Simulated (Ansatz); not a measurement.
## Glassy Al2O3 (180 atoms): where an added charge goes

Does an extra electron or hole in glassy Al2O3 (180 atoms) stay spread out, or do the atoms trap it?

Main program and level: Ansatz 0.2.0; Kohn-Sham DFT, PBE, PAW (set soft_1), plane waves.

### 1. The structure

The cell holds 180 atoms: 72 Al and 108 O. Its edges and angles: a = 12.596 Å, b = 12.596 Å, c = 12.596 Å, α = 90.0°, β = 90.0°, γ = 90.0°. 180 atoms (72 Al, 108 O) placed at random at 3.05 g/cm³, melted at 4500 K for 20 ps at fixed volume with the Morse and Coulomb pair potential with partial charges (Pedone, Malavasi, Menziani, Cormack and Segre, J. Phys. Chem. B 110, 11780 (2006)). Quenched from 4500 K to 300 K at 20 K/ps and fixed volume, held 5 ps. The starting density is a measured one.

Limits known from the start: The quench rate of 20 K/ps is many orders above laboratory rates, so the cell is likely richer in defects and strain than a real sample. The network of bonds at the start is that of the classical potential that made the cell, and needn't be the one that DFT or experiment would give. Sampling is at Γ alone, for a cell whose shortest periodic width is 13 Å.

### 2. Single point at the start

The forces at the start show how far the geometry lies from a minimum of this functional.

input.yaml reads:

```yaml
crystal:
  lattice:
    - [12.5958, 0.0, 0.0]
    - [0.0, 12.5958, 0.0]
    - [0.0, 0.0, 12.5958]
  atoms:
    - { symbol: Al, position: [0.09844, 0.35257, 0.8387] }
    - { symbol: Al, position: [0.63482, 0.66544, 0.25388] }
    - { symbol: Al, position: [0.86758, 0.36187, 0.7569] }
    - { symbol: Al, position: [0.92127, 0.41456, 0.98736] }
    - { symbol: Al, position: [0.47199, 0.66721, 0.40301] }
    - { symbol: Al, position: [0.22901, 0.5698, 0.77552] }
    - { symbol: Al, position: [0.94924, 0.81588, 0.67912] }
    - { symbol: Al, position: [0.31596, 0.52431, 0.01444] }
    - { symbol: Al, position: [0.53604, 0.65996, 0.96498] }
    - { symbol: Al, position: [0.82184, 0.52958, 0.31438] }
    - { symbol: Al, position: [0.21902, 0.123, 0.81561] }
    - { symbol: Al, position: [0.31332, 0.93582, 0.12234] }
    - { symbol: Al, position: [0.99822, 0.14109, 0.72606] }
    - { symbol: Al, position: [0.1506, 0.92797, 0.95966] }
    - { symbol: Al, position: [0.43311, 0.25217, 0.78411] }
    - { symbol: Al, position: [0.09677, 0.42427, 0.51597] }
    - { symbol: Al, position: [0.44478, 0.07908, 0.53462] }
    - { symbol: Al, position: [0.5131, 0.41166, 0.97793] }
    - { symbol: Al, position: [0.80821, 0.58622, 0.67625] }
    - { symbol: Al, position: [0.92797, 0.06018, 0.47744] }
    - { symbol: Al, position: [0.69168, 0.52859, 0.85164] }
    - { symbol: Al, position: [0.10083, 0.62934, 0.43104] }
    - { symbol: Al, position: [0.6795, 0.186, 0.77958] }
    - { symbol: Al, position: [0.79049, 0.16323, 0.5982] }
    - { symbol: Al, position: [0.58165, 0.85669, 0.10955] }
    - { symbol: Al, position: [0.60167, 0.39572, 0.67707] }
    - { symbol: Al, position: [0.18034, 0.76117, 0.63149] }
    - { symbol: Al, position: [0.91103, 0.93986, 0.89069] }
    - { symbol: Al, position: [0.89529, 0.74541, 0.35128] }
    - { symbol: Al, position: [0.42914, 0.16404, 0.18941] }
    - { symbol: Al, position: [0.89799, 0.29668, 0.4032] }
    - { symbol: Al, position: [0.62329, 0.10449, 0.01572] }
    [... 142 atom lines left out ...]
    - { symbol: O, position: [0.20658, 0.89103, 0.39632] }
    - { symbol: O, position: [0.8942, 0.71165, 0.21624] }
    - { symbol: O, position: [0.4678, 0.84475, 0.19663] }
    - { symbol: O, position: [0.98504, 0.09097, 0.15403] }
    - { symbol: O, position: [0.00287, 0.9348, 0.99709] }
    - { symbol: O, position: [0.06912, 0.8403, 0.60198] }
kpoints:
  mp_grid: { grid: [1, 1, 1] }
hamiltonian:
  xc: pbe
  pseudopotentials: { kind: paw, azcp: { folder: soft_1 } }
scf:
  occupations: { method: fixed }
output:
  forces: true
```

Command:

```bash
$ ansatz run input.yaml --threads 4 --pin off --max-ram 15872MiB --backend cpu --events-out ev --progress --plain --runs-dir out
```

Numbers of over 12 decimals in the logs are rounded to 6 here.

The program printed:

```text
Engine: ansatz 0.2.0, aarch64-unknown-linux-gnu
Pseudopotentials: kind: paw
Pseudopotential: Al, paw, valence charge 3, recommended cutoff 420 eV (normal), soft_1/Al.paw.azcp
Pseudopotential: O, paw, valence charge 6, recommended cutoff 420 eV (normal), soft_1/O.paw.azcp
Functional definition: PBE
  parameter kappa = 0.804
  parameter beta = 0.066725
  exchange = pbe_x(kappa = kappa, mu = beta*pi^2/3)
  correlation = pbe_c(beta = beta)
Crystal: 180 atoms, lattice volume = 1998.376 Å³
Basis set: ecut = 420 eV, 39127 PW (Γ), exchange–correlation on 180×180×180 points (8 copies of the dense FFT grid, shifted against one another)
Bands: 612, of which v1, the nominal top of the filled ones, is band 432 counted from 1 (431 counted from 0)
Symmetry: 1 space group operations
Space group: P1 (ITA 1), of the structure as read, at distance tolerance 1.3e-4 Å
k-points: 1
Non-local potential: Al, projectors of the file, l = 0: 2, l = 1: 2, l = 2: 1
Non-local potential: O, projectors of the file, l = 0: 2, l = 1: 2, l = 2: 1
PAW form: soft (Blöchl's): semilocal exchange-correlation on the pseudo side does not see the compensation charge
PAW one-centre angular grid: Al, 110 points (default); XC on 64 Gauss nodes
PAW one-centre angular grid: O, 110 points (default); XC on 64 Gauss nodes
Initial density: superposition of atomic densities (chi_scale 0.1, normalization cell, long waves kept (reshape's long-wave potential 0.08 eV rms))
Initial wavefunctions: pseudopotential atomic-orbital guess
Functional: x = pbe(κ = 0.804, μ = 0.219515), c = pbe(β = 0.066725)
SCF iter   1: F=—  HF=-100316.588613 eV  |F-HF|=—  |Δ(HF+E_count)|=         —  Δρ=1.32e-1  dr2=3.56e2  ethr=3.10e-3  ⟨swp⟩=5.0  Hψ=1838  notcnv=0  defer=175
preconditioner: auto → Resta (q_TF=auto, 2.372 Å⁻¹)  ε∞=3.1  [insulator: Δε(μ)=5.205 eV  Ē_g=16.914 eV  n_scr=460 (ndim 8)  ℏωp=24.4 eV  f_vac=0.004  ε∞_Penn≈3.1]
SCF iter   2: F=—  HF=-100221.797175 eV  |F-HF|=—  |Δ(HF+E_count)|=    9.48e1  Δρ=4.64e-2  dr2=2.17e1  ethr=3.10e-3  ⟨swp⟩=3.0  Hψ=1098  notcnv=0  defer=175
SCF iter   3: F=—  HF=-100218.566873 eV  |F-HF|=—  |Δ(HF+E_count)|=    3.23e0  Δρ=2.31e-2  dr2=7.27e0  ethr=2.51e-3  ⟨swp⟩=2.0  Hψ=579  notcnv=0  defer=133
automatic band count: iteration 3 solves 568 bands in place of 612: the levels show a gap, and the empty bands left out lie too high to hold charge; the band table lists the bands solved (type scf.n_extra_bands for more)
SCF iter   4: F=—  HF=-100218.340596 eV  |F-HF|=—  |Δ(HF+E_count)|=   2.26e-1  Δρ=5.57e-3  dr2=4.74e-1  ethr=8.42e-4  ⟨swp⟩=3.0  Hψ=773  notcnv=0  defer=134
SCF iter   5: F=—  HF=-100218.291411 eV  |F-HF|=—  |Δ(HF+E_count)|=   4.92e-2  Δρ=1.63e-3  dr2=4.66e-2  ethr=5.48e-5  ⟨swp⟩=2.0  Hψ=918  notcnv=0  defer=134
SCF iter   6: F=—  HF=-100218.338449 eV  |F-HF|=—  |Δ(HF+E_count)|=   4.70e-2  Δρ=6.19e-4  dr2=6.86e-3  ethr=5.39e-6  ⟨swp⟩=3.0  Hψ=787  notcnv=0  defer=134
SCF iter   7: F=—  HF=-100218.342673 eV  |F-HF|=—  |Δ(HF+E_count)|=   4.22e-3  Δρ=3.29e-4  dr2=1.77e-3  ethr=7.94e-7  ⟨swp⟩=2.0  Hψ=872  notcnv=0  defer=134
SCF iter   8: F=—  HF=-100218.343086 eV  |F-HF|=—  |Δ(HF+E_count)|=   4.13e-4  Δρ=6.73e-5  dr2=9.30e-5  ethr=2.05e-7  ⟨swp⟩=2.0  Hψ=827  notcnv=0  defer=134
SCF iter   9: F=—  HF=-100218.343799 eV  |F-HF|=—  |Δ(HF+E_count)|=   7.13e-4  Δρ=4.65e-5  dr2=3.29e-5  ethr=1.08e-8  ⟨swp⟩=2.0  Hψ=999  notcnv=0  defer=133
SCF iter  10: F=—  HF=-100218.343803 eV  |F-HF|=—  |Δ(HF+E_count)|=   3.80e-6  Δρ=1.27e-5  dr2=2.87e-6  ethr=3.81e-9  ⟨swp⟩=2.0  Hψ=867  notcnv=0  defer=134
SCF iter  11: F=—  HF=-100218.343805 eV  |F-HF|=—  |Δ(HF+E_count)|=   1.82e-6  Δρ=3.44e-6  dr2=3.04e-7  ethr=3.32e-10  ⟨swp⟩=2.0  Hψ=778  notcnv=0  defer=134
SCF iter  12: F=—  HF=-100218.343805 eV  |F-HF|=—  |Δ(HF+E_count)|=   4.88e-7  Δρ=3.60e-6  dr2=1.97e-7  ethr=1.16e-11  ⟨swp⟩=4.0  Hψ=1691  notcnv=0
SCF iter  13: F=-100218.343805 eV  HF=-100218.343805 eV  |F-HF|=3.75e-9  |Δ(HF+E_count)|=   2.64e-8  Δρ=6.70e-7  dr2=7.68e-9  ethr=1.16e-11  ⟨swp⟩=2.0  Hψ=1830  notcnv=0
SCF 1 converged in 13 iterations: F = -100218.343805 eV  dr2 = 7.68e-9
  greatest PAW one-centre occupation: 0.864 electrons in one spin orbital (limit 2), on the O atom at site 136 (counted from 0), in its partial waves of l = 0
SCF converged after 13 iterations
Free energy (F): -100218.343805 eV
Harris-Foulkes:  -100218.343805 eV  (|F-HF|=3.75e-9)
Internal energy: -100218.343805 eV  (E = F + TS)
E sigma→0 (E₀):  -100218.343805 eV
Fermi energy:    5.580139 eV
--- Per-component energies (eV) ---
  E_band       = -1488.561290
  E_kinetic    = 20341.577359
  E_local      = -46736.498275  (includes V_loc(G=0)·N_el)
  E_nonlocal   = 6374.050943
  E_hartree    = 17850.871063
  E_xc         = -10575.624207
  E_vxc        = -12134.954935  (∫ρ·V_xc dr)
  E_paw        = -51458.588725  (= ΣΔE_a)
  E_vpaw       = -5034.564683  (= ΣTr[D̂ρ^β])
  E_aug_tail   = 0.085179  (compensation charges beyond the density's cutoff)
  E_ewald      = -36014.217144
  E_smearing   = -0.000000  (= −TS)
  E_closure    = -0.000000  (closes the sum)
  Σ components = -100218.343805   (vs F -100218.343805, Δ=0.00e0)
--- Forces (eV/Å), atoms counted from 1 ---
  atom   1  Al     2.02094853    -0.39992618     1.10364026
  atom   2  Al    -0.01377159    -0.45753958    -1.67962966
  atom   3  Al     0.30533194     0.43472421     1.32445864
  atom   4  Al    -0.37505640    -0.09172640     0.61265606
  atom   5  Al    -0.64907642    -0.94704766     0.38917072
  atom   6  Al     0.19242872     0.37165931     1.54850107
  atom   7  Al     1.31165562    -0.59710393     0.79110781
  atom   8  Al    -2.48273319     0.70085398     0.99820584
  atom   9  Al     0.82536055    -0.32453142    -0.98665840
  atom  10  Al    -0.18533089     0.96669634     1.34579464
  atom  11  Al     1.12998708    -1.32028093     0.24227833
  atom  12  Al    -0.75065068    -0.63065733    -1.71084253
  atom  13  Al     0.67332604     1.04227565     0.37224966
  atom  14  Al    -2.98343842    -1.38574616     1.58432592
[...]
atom 179  O      0.85488321    -0.27087600    -0.33571087
  atom 180  O     -0.35027025    -0.17842372     0.23903952
  max |Σ_I F_I| component: 3.91e-5 eV/Å
```

Elapsed: 43 s, on 4 threads of Arm Neoverse V1, shared host; peak memory 2.8 GiB.

Reading the cycles: dr2 is the Hartree energy of the density residual (eV), the measure of convergence; HF is the Harris–Foulkes estimate of the energy, which meets the free energy F at convergence.

The r.m.s. force at the start is 0.96 eV/Å.

### 3. Relaxation

With the cell held, the atoms are moved downhill towards a nearby minimum.

input.yaml reads:

```yaml
crystal:
  lattice:
    - [12.5958, 0.0, 0.0]
    - [0.0, 12.5958, 0.0]
    - [0.0, 0.0, 12.5958]
  atoms:
    [... the 180 atom lines of step 2 ...]
kpoints:
  mp_grid: { grid: [1, 1, 1] }
hamiltonian:
  xc: pbe
  pseudopotentials: { kind: paw, azcp: { folder: soft_1 } }
scf:
  occupations: { method: fixed }
output:
  forces: true
relax:
  f_tol: 0.05
  max_steps: 120
```

The program printed:

```text
[...]
Crystal: 180 atoms, lattice volume = 1998.376 Å³
Basis set: ecut = 420 eV, 39127 PW (Γ), exchange–correlation on 180×180×180 points (8 copies of the dense FFT grid, shifted against one another)
Bands: 612, of which v1, the nominal top of the filled ones, is band 432 counted from 1 (431 counted from 0)
Symmetry: 1 space group operations
[...]
k-points: 1
[...]
SCF iter   1: F=—  HF=-100316.588613 eV  |F-HF|=—  |Δ(HF+E_count)|=         —  Δρ=1.32e-1  dr2=3.56e2  ethr=3.10e-3  ⟨swp⟩=5.0  Hψ=1838  notcnv=0  defer=175
[...]
SCF iter   5: F=—  HF=-100218.291420 eV  |F-HF|=—  |Δ(HF+E_count)|=   4.92e-2  Δρ=1.63e-3  dr2=4.66e-2  ethr=5.48e-5  ⟨swp⟩=2.0  Hψ=918  notcnv=0  defer=134
[...]
SCF iter   9: F=—  HF=-100218.343799 eV  |F-HF|=—  |Δ(HF+E_count)|=   1.33e-4  Δρ=4.61e-5  dr2=3.26e-5  ethr=7.23e-9  ⟨swp⟩=4.0  Hψ=1682  notcnv=0
SCF iter  10: F=-100218.343804 eV  HF=-100218.343803 eV  |F-HF|=9.40e-7  |Δ(HF+E_count)|=   3.76e-6  Δρ=1.25e-5  dr2=2.84e-6  ethr=3.78e-9  ⟨swp⟩=1.0  Hψ=1439  notcnv=0
SCF 1 converged in 10 iterations: F = -100218.343804 eV  dr2 = 2.84e-6
[...]
relax step   1: F+E_penalty+E_count = -100218.34380375 eV  Δ(F+E_penalty+E_count) = +0.000e0 eV  max|allowed force component| = 3.157e0 eV/Å  Δτ_max = 0.0000 Å  (10 SCF iters, dr2 threshold 6.25e-5 eV, accepted)
[... from here on, the SCF cycles and remarks between the steps are left out ...]
relax step   2: F+E_penalty+E_count = -100224.25604396 eV  Δ(F+E_penalty+E_count) = -5.912e0 eV  max|allowed force component| = 2.069e0 eV/Å  Δτ_max = 0.1239 Å  (6 SCF iters, dr2 threshold 1.00e-4 eV, accepted)
relax step   3: F+E_penalty+E_count = -100228.87787509 eV  Δ(F+E_penalty+E_count) = -4.622e0 eV  max|allowed force component| = 2.961e-1 eV/Å  Δτ_max = 0.2000 Å  (7 SCF iters, dr2 threshold 1.00e-4 eV, accepted)
relax step   4: F+E_penalty+E_count = -100229.07531129 eV  Δ(F+E_penalty+E_count) = -1.974e-1 eV  max|allowed force component| = 2.390e-1 eV/Å  Δτ_max = 0.2000 Å  (7 SCF iters, dr2 threshold 5.48e-6 eV, accepted)
relax step   5: F+E_penalty+E_count = -100229.15664753 eV  Δ(F+E_penalty+E_count) = -8.134e-2 eV  max|allowed force component| = 1.635e-1 eV/Å  Δτ_max = 0.2000 Å  (8 SCF iters, dr2 threshold 3.57e-6 eV, accepted)
relax step   6: F+E_penalty+E_count = -100229.29765826 eV  Δ(F+E_penalty+E_count) = -1.410e-1 eV  max|allowed force component| = 9.577e-2 eV/Å  Δτ_max = 0.2000 Å  (7 SCF iters, dr2 threshold 1.25e-5 eV, accepted)
relax step   7: F+E_penalty+E_count = -100229.32826744 eV  Δ(F+E_penalty+E_count) = -3.061e-2 eV  max|allowed force component| = 5.647e-2 eV/Å  Δτ_max = 0.1290 Å  (7 SCF iters, dr2 threshold 3.15e-6 eV, accepted)
relax step   8: F+E_penalty+E_count = -100229.32992790 eV  Δ(F+E_penalty+E_count) = -1.660e-3 eV  max|allowed force component| = 2.931e-2 eV/Å  Δτ_max = 0.0473 Å  (8 SCF iters, accepted)
SCF converged after 8 iterations
Free energy (F): -100229.329928 eV
[...]
Internal energy: -100229.329928 eV  (E = F + TS)
E sigma→0 (E₀):  -100229.329928 eV
Fermi energy:    5.142066 eV
[...]
Σ components = -100229.329928   (vs F -100229.329928, Δ=0.00e0)
--- Forces (eV/Å), atoms counted from 1 ---
  atom   1  Al    -0.00258024    -0.00754058     0.01054243
  atom   2  Al     0.00400142     0.00893889    -0.01681880
  atom   3  Al     0.01062450    -0.00874813     0.01764011
  atom   4  Al    -0.00103354    -0.00488553     0.00824488
[...]
atom 180  O      0.00514745     0.00445774    -0.00101979
  max |Σ_I F_I| component: 7.35e-5 eV/Å
--- Relaxed structure (8 steps of the walk, 8 accepted, 0 SCFs on fresh bases) ---
  F+E_penalty+E_count = -100229.32992790 eV   max|allowed force component| = 2.931e-2 eV/Å
  atoms:
    - { symbol: Al, position: [0.108011, 0.346351, 0.835735] }
    - { symbol: Al, position: [0.628163, 0.676157, 0.241036] }
    - { symbol: Al, position: [0.864293, 0.358442, 0.756667] }
    - { symbol: Al, position: [0.927119, 0.416489, 0.982354] }
[...]
- { symbol: O, position: [0.068589, 0.837401, 0.605360] }
```

It took 3.6 min on 4 threads; peak memory 2.8 GiB; 14 min of CPU time.

The relaxation converged after 8 steps, 11.0 eV below its start, with a largest force component of 0.029 eV/Å.

(Part 1 of 4 ends here.)

[Logs are printed without paths, hosts, clocks, repeated set-up lines and the standing remarks that a program may print on its own settings, such as how far it seeks lower states.]

[Hosts, paths, dates, database ids (printed as entryN), source tags and the programs' standing remarks are cut or masked in the printed files.]
